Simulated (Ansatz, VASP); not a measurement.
One calculation of Rh, two programs

```
CELL_PARAMETERS angstrom
0.00000 1.87883 1.87883
1.87883 0.00000 1.87883
1.87883 1.87883 0.00000
ATOMIC_POSITIONS crystal
Rh 0.00000 0.00000 0.00000
```

Alike in both runs: functional LDA; k mesh 8 × 8 × 8; occupations gaussian, width 0.1 eV; no spin polarisation.

Ansatz relaxed the structure, and its values are those at the end. VASP's run is a single point on that final structure, the one shown.

```csv
,VASP,Ansatz
version,VASP 6.6.1,Ansatz 0.2.0
potentials or method,"VASP PAW LDA potentials, release 64 (Rh_pv)","scalar-relativistic, plane waves, PAW"
plane-wave cutoff (eV),520,420
valence electrons in the cell,15,17
```

```tsv
	VASP	Ansatz	Ansatz less VASP
gap on the k mesh at the Fermi level (eV)	none	none	-
pressure (GPa)	1.0	-0.1	-1.04
```

A gap of «none» marks a metal or a gap that the smearing closes. The two sets of potentials don't hold the same shells in valence.

Caveats: the k mesh is coarse (spacing up to 0.36 Å⁻¹), so the values aren't converged.
